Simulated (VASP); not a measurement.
Input:

```
ZnTe
1.0
    0.00000     3.03240     3.03240
    3.03240     0.00000     3.03240
    3.03240     3.03240     0.00000
Zn Te
1 1
Cartesian
  0.00000   0.00000   0.00000
  1.51620   1.51620   1.51620
```

Computed with PBEsol GGA, VASP's PBE PAW potentials (set 64) (plane waves; VASP). Numerical set-up: 530 eV cut-off, 7×7×7 Γ-centred mesh, Gaussian smearing of 0.050 eV, potentials Zn Te.

### Question
Give the elastic stiffness tensor with the ions relaxed (GPa, in the frame of the cell).

### Answer

```
      xx    yy    zz    yz    xz    xy
--  ----  ----  ----  ----  ----  ----
xx  72.6  41.4  41.4   0.0   0.0   0.0
yy  41.4  72.6  41.4   0.0   0.0   0.0
zz  41.4  41.4  72.6   0.0   0.0   0.0
yz   0.0   0.0   0.0  32.3   0.0   0.0
xz   0.0   0.0   0.0   0.0  32.3   0.0
xy   0.0   0.0   0.0   0.0   0.0  32.3
```

### Question
What does the run give for the Hill bulk modulus, Hill shear modulus, Young's modulus, Poisson's ratio?

### Answer

```
Item                  Result
------------------  --------
Hill bulk modulus   518 kbar
Hill shear modulus  24.1 GPa
Young's modulus     62.6 GPa
Poisson's ratio        0.298
```

Measured: C11 71.1 GPa (computed value off by +2.1 %), C12 40.7 GPa (computed value off by +1.7 %), C44 31.3 GPa (computed value off by +3.2 %), as given by Oses et al., (2018), arXiv:1811.08464. The calculation is for a static lattice, while the measured C11, C12, C44 hold thermal and zero-point effects, which are part of the difference.

The compound is ZnTe in the zinc blende structure. It was relaxed first.
